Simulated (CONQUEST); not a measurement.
# Ag (Im-3m) in CONQUEST: equation of state

Aim: energy against volume of Ag in PBE, for its equilibrium volume and stiffness.

Everything below comes from runs of CONQUEST 1.3. Logs are shortened: lines on timing, memory, paths and dates and some standing lists are left out, and cuts for length are marked.

## (1) Starting point

The structure is cubic, space group Im-3m (No. 229). Conventional cell: a = 3.311 Å, b = 3.311 Å, c = 3.311 Å, α = 90.00°, β = 90.00°, γ = 90.00°. Around Ag (site symmetry m-3m) lie 8 Ag at 2.87 Å.

This isn't the form of Ag at room conditions, which is fcc.

## (2) Equation of state, PBE, 17.06 Å³/atom (volume scaled by 0.94)

Contents of Conquest_input:

```
IO.Title Ag
IO.Coordinates coords.dat
IO.FractionalAtomicCoords T
IO.Iprint 2
IO.Iprint_init 1
General.NumberOfSpecies 1
General.PseudopotentialType hamann
AtomMove.TypeOfRun static
AtomMove.FullStress T
Grid.PointsAlongX 32
Grid.PointsAlongY 32
Grid.PointsAlongZ 32
DM.SolutionMethod diagon
Diag.MPMesh T
Diag.GammaCentred T
Diag.MPMeshX 8
Diag.MPMeshY 8
Diag.MPMeshZ 8
Diag.kT 0.00183747
minE.SCTolerance 1e-6
SC.MaxIters 100
IO.AtomChargeOutput T
%block ChemicalSpeciesLabel
1 107.870 Ag
%endblock
```

Contents of coords.dat:

```
    6.1297260193     0.0000000000     0.0000000000
    0.0000000000     6.1297260193     0.0000000000
    0.0000000000     0.0000000000     6.1297260193
2
  0.0000000000   0.0000000000   0.0000000000 1 T T T
  0.5000000000   0.5000000000   0.5000000000 1 T T T
```

Potentials or basis: PseudoDojo NC PBE, DZP, grid of 32 × 32 × 32 points.

The run is started by

```
$ Conquest
```

Log:

```text
Simulation cell dimensions:     6.1297 a0 x     6.1297 a0 x     6.1297 a0

      Atomic coordinates (a0)
         Atom         X         Y         Z  Species
            1    0.0000    0.0000    0.0000        1
            2    3.0649    3.0649    3.0649        1

         Monkhorst-Pack mesh:   8 x   8 x   8 gamma-centred
        This calculation includes non-local pseudopotentials,
         with a maximum core radius of      7.33347369

    Job title: Ag
    Job to be run: static calculation

    Ground state search:
      Support functions represented with PAO basis
      1:1 PAO to SF mapping
      Non-spin-polarised electrons
      Solving for the K matrix using diagonalisation
      Using Fermi-Dirac smearing

    Integration grid size:     32 x   32 x   32

    Integration grid spacing:  0.192 a0 x 0.192 a0 x 0.192 a0

    Number of species:  1
    --------------------------------------------------------
    |   #  mass (au)  Charge (e)  SF Rad (a0)  NSF  Label  |
    --------------------------------------------------------
    |   1    107.870      19.000        7.662   19  Ag     |
    --------------------------------------------------------
          SCF tolerance:                 0.00000100
          SCF iterations:               100

    The functional used will be GGA PBE96

           radial cut-off to be used is taken to be max PAO cut-off radius for this species:    7.333474

           greatest ang. mom. for making density from PAOs:  2
    Minimum blocs/proc is      512. Maximum blocs/proc is      512
    set_atom_dens: In set_atomic_density, electrons :      38.000000000000
 matrix_size & matrix_size_padH =           38          38

    Screened ion int: energy:    -256.725771357821 Ha

    new_SC_potl: Starting.  Tolerance:  0.10000E-05

    PulayMixSC: Starting Pulay mixing, A_up =  0.500 A_dn =  0.500
    PulayMixSC: Spin non-polarised calculation.
          Harris-Foulkes Energy            :      -310.040500358938232 Ha
          GroundState Energy (E-(1/2)TS)   :      -310.040684237770961 Ha
          Free Energy (E-TS)               :      -310.040868116603690 Ha
          DFT Total Energy                 :      -309.989475126994648 Ha
          Total number of electrons        :        37.999999999999375
    PulayMixSC: Pulay iteration     1 residual:              0.30018E-02
          Harris-Foulkes Energy            :      -310.018637382756879 Ha
          GroundState Energy (E-(1/2)TS)   :      -310.018799003833919 Ha
          Free Energy (E-TS)               :      -310.018960624910960 Ha
          DFT Total Energy                 :      -310.017653743126459 Ha
          Total number of electrons        :        38.000014272112608
    PulayMixSC: Pulay iteration     2 residual:              0.58389E-03
          Harris-Foulkes Energy            :      -310.018168473260801 Ha
          GroundState Energy (E-(1/2)TS)   :      -310.018324208085119 Ha
          Free Energy (E-TS)               :      -310.018479942909494 Ha
          DFT Total Energy                 :      -310.018126893986107 Ha
          Total number of electrons        :        38.000020062879031
    PulayMixSC: Pulay iteration     3 residual:              0.20620E-03
          Harris-Foulkes Energy            :      -310.018129945509600 Ha
          GroundState Energy (E-(1/2)TS)   :      -310.018285735158599 Ha
          Free Energy (E-TS)               :      -310.018441524807599 Ha
          DFT Total Energy                 :      -310.018129558929331 Ha
          Total number of electrons        :        38.000027823999609
    PulayMixSC: Pulay iteration     4 residual:              0.89094E-05
          Harris-Foulkes Energy            :      -310.018129746984869 Ha
          GroundState Energy (E-(1/2)TS)   :      -310.018285761790821 Ha
          Free Energy (E-TS)               :      -310.018441776596717 Ha
          DFT Total Energy                 :      -310.018129446588659 Ha
          Total number of electrons        :        38.000027608232109
    PulayMixSC: Pulay iteration     5 residual:              0.72829E-05
          Harris-Foulkes Energy            :      -310.018129722375988 Ha
          GroundState Energy (E-(1/2)TS)   :      -310.018285631757124 Ha
          Free Energy (E-TS)               :      -310.018441541138202 Ha
          DFT Total Energy                 :      -310.018129722346771 Ha
          Total number of electrons        :        38.000028507921144
    PulayMixSC: Pulay iteration     6 residual:              0.63917E-07
    PulayMixSC: Reached SCF tolerance of  0.63917E-07 after      6 iterations
      | Number of electrons      =        38.000029
      |* band energy as 2Tr[K.H] =       -47.665380786933127 Ha
      |  screened ion-ion energy =      -256.725771357820804 Ha
      |  Ha correction           =         1.928682115874981 Ha
      |  XC correction           =        -7.555658468884771 Ha
      | GS Energy as E-(1/2)TS   =      -310.018285631757124 Ha
      | Free Energy as E-TS      =      -310.018441541138202 Ha
      |* Harris-Foulkes energy   =      -310.018129722375988 Ha
      |* DFT total energy        =      -310.018129722346771 Ha
      |  estimated accuracy      =        -0.000000000029218 Ha

    force: Forces on atoms (Ha/a0)
    force:  Atom   X              Y              Z
    force:     1   0.0000000000   0.0000000000   0.0000000000
    force:     2  -0.0000000000   0.0000000000  -0.0000000000

    force: Maximum force :        0.00000000(Ha/a0) on atom         2 in z direction
    force: Force Residual:        0.00000000 Ha/a0
    force: Total stress:         -5.94337691     0.00000000     0.00000000 GPa
                             0.00000000    -5.94337691    -0.00000000
                             0.00000000    -0.00000000    -5.94337691
    force: Average pressure:      5.94337691 GPa

    force: Finished force
    get_E_and_F: Change in energy during last step of electronic optimisation:  0.24609E-07

    BIBLIOGRAPHY: Please consider citing the following references in the conquest.bib file

    CONQUEST:         Bowler2002pt, Miyazaki2004, Nakata2020
    Basis:            Bowler2019
    DM:               Bowler:2006xr
    Pseudopotentials: Hamann2013, Bowler2019
    XC functional:    Perdew1996
```

Run time: 55 s. Hardware: 1 thread of Intel Xeon Platinum 8488C (Sapphire Rapids), shared host; peak memory 0.43 GiB.

What came out:

- Free energy: -8436.0316 eV
- Pressure: 5.9 GPa
- Band gap on the k mesh: none (metal or under the smearing width)

Caveat: the basis of atomic orbitals isn't converged, which shifts pressures, moduli and gaps.

## (3) Equation of state, PBE, 17.43 Å³/atom (volume scaled by 0.96)

Conquest_input is that of step 2.

Contents of coords.dat:

```
    6.1728945263     0.0000000000     0.0000000000
    0.0000000000     6.1728945263     0.0000000000
    0.0000000000     0.0000000000     6.1728945263
2
  0.0000000000   0.0000000000   0.0000000000 1 T T T
  0.5000000000   0.5000000000   0.5000000000 1 T T T
```

Potentials or basis: PseudoDojo NC PBE, DZP, grid of 32 × 32 × 32 points.

The run is started by

```
$ Conquest
```

It took 54 s on 1 thread of Intel Xeon Platinum 8488C (Sapphire Rapids), shared host; peak memory 0.43 GiB.

The run converged. Its results:

```
Free energy            : -8436.0532 eV
Pressure               : 3.9 GPa
Band gap on the k mesh : none (metal or under the smearing width)
```

Caveat: the basis of atomic orbitals isn't converged, which shifts pressures, moduli and gaps.

## (4) Equation of state, PBE, 17.79 Å³/atom (volume scaled by 0.98)

Conquest_input is that of step 3.

Contents of coords.dat:

```
    6.2154675578     0.0000000000     0.0000000000
    0.0000000000     6.2154675578     0.0000000000
    0.0000000000     0.0000000000     6.2154675578
2
  0.0000000000   0.0000000000   0.0000000000 1 T T T
  0.5000000000   0.5000000000   0.5000000000 1 T T T
```

The run is started by

```
$ Conquest
```

It took 47 s on 1 thread of Intel Xeon Platinum 8488C (Sapphire Rapids), shared host; peak memory 0.41 GiB.

The run converged. Its results:

* Free energy: -8436.0662 eV
* Pressure: 1.8 GPa
* Band gap on the k mesh: none (metal or under the smearing width)

Caveat: the basis of atomic orbitals isn't converged, which shifts pressures, moduli and gaps.

## (5) Equation of state, PBE, 18.15 Å³/atom

Conquest_input is that of step 4.

Contents of coords.dat:

```
    6.2574652343     0.0000000000     0.0000000000
    0.0000000000     6.2574652343     0.0000000000
    0.0000000000     0.0000000000     6.2574652343
2
  0.0000000000   0.0000000000   0.0000000000 1 T T T
  0.5000000000   0.5000000000   0.5000000000 1 T T T
```

The run is started by

```
$ Conquest
```

Run time: 50 s. Hardware: 1 thread of Intel Xeon Platinum 8488C (Sapphire Rapids), shared host; peak memory 0.41 GiB.

Results (log left out):

```yaml
Free_energy: -8436.0697 eV
Pressure: -0.2 GPa
Band_gap_on_the_k_mesh: none (metal or under the smearing width)
```

Caveat: the basis of atomic orbitals isn't converged, which shifts pressures, moduli and gaps.

## (6) Equation of state, PBE, 18.52 Å³/atom (volume scaled by 1.02)

Conquest_input is that of step 5.

Contents of coords.dat:

```
    6.2989066090     0.0000000000     0.0000000000
    0.0000000000     6.2989066090     0.0000000000
    0.0000000000     0.0000000000     6.2989066090
2
  0.0000000000   0.0000000000   0.0000000000 1 T T T
  0.5000000000   0.5000000000   0.5000000000 1 T T T
```

Potentials or basis: PseudoDojo NC PBE, DZP, grid of 32 × 32 × 32 points.

The run is started by

```
$ Conquest
```

Run time: 52 s. Hardware: 1 thread of Intel Xeon Platinum 8488C (Sapphire Rapids), shared host; peak memory 0.41 GiB.

It converged, with:

| Property | Result |
| --- | --- |
| Free energy | -8436.0649 eV |
| Pressure | -1.8 GPa |
| Band gap on the k mesh | none (metal or under the smearing width) |

Caveat: the basis of atomic orbitals isn't converged, which shifts pressures, moduli and gaps.

## (7) Equation of state, PBE, 18.88 Å³/atom (volume scaled by 1.04)

Conquest_input is that of step 6.

Contents of coords.dat:

```
    6.3398097461     0.0000000000     0.0000000000
    0.0000000000     6.3398097461     0.0000000000
    0.0000000000     0.0000000000     6.3398097461
2
  0.0000000000   0.0000000000   0.0000000000 1 T T T
  0.5000000000   0.5000000000   0.5000000000 1 T T T
```

The run is started by

```
$ Conquest
```

Run time: 49 s. Hardware: 1 thread of Intel Xeon Platinum 8488C (Sapphire Rapids), shared host; peak memory 0.41 GiB.

Results (log left out):

```
Free energy            : -8436.0543 eV
Pressure               : -2.7 GPa
Band gap on the k mesh : none (metal or under the smearing width)
```

Caveat: the basis of atomic orbitals isn't converged, which shifts pressures, moduli and gaps.

## (8) Equation of state, PBE, 19.24 Å³/atom (volume scaled by 1.06)

Conquest_input is that of step 7.

Contents of coords.dat:

```
    6.3801917888     0.0000000000     0.0000000000
    0.0000000000     6.3801917888     0.0000000000
    0.0000000000     0.0000000000     6.3801917888
2
  0.0000000000   0.0000000000   0.0000000000 1 T T T
  0.5000000000   0.5000000000   0.5000000000 1 T T T
```

The run is started by

```
$ Conquest
```

It took 50 s on 1 thread of Intel Xeon Platinum 8488C (Sapphire Rapids), shared host; peak memory 0.38 GiB.

Results (log left out):

| Quantity | Value |
| --- | --- |
| Free energy | -8436.0398 eV |
| Pressure | -4.0 GPa |
| Band gap on the k mesh | none (metal or under the smearing width) |

Caveat: the basis of atomic orbitals isn't converged, which shifts pressures, moduli and gaps.

## (9) Equation of state, PBE

Potentials or basis: PseudoDojo NC PBE, DZP, grid of 32 × 32 × 32 points.

No new run: the results of the series are fitted here.

Results:

```
Equilibrium volume : 18.12 Å³/atom (rough: see the caveat)
Bulk modulus       : 82 GPa (rough)
```

Energy against volume, from the lowest point:
```csv
volume (Å³/atom),energy (meV/atom)
17.065,19.06
17.428,8.22
17.791,1.75
18.154,0.00
18.517,2.40
18.880,7.67
19.243,14.94
```

Caveat: the fit is doubtful: noisy points or a state that changes with volume; the DZP basis gives volumes some 2 % larger than converged bases do, and moduli off by several per cent; the basis of atomic orbitals isn't converged, which shifts pressures, moduli and gaps.
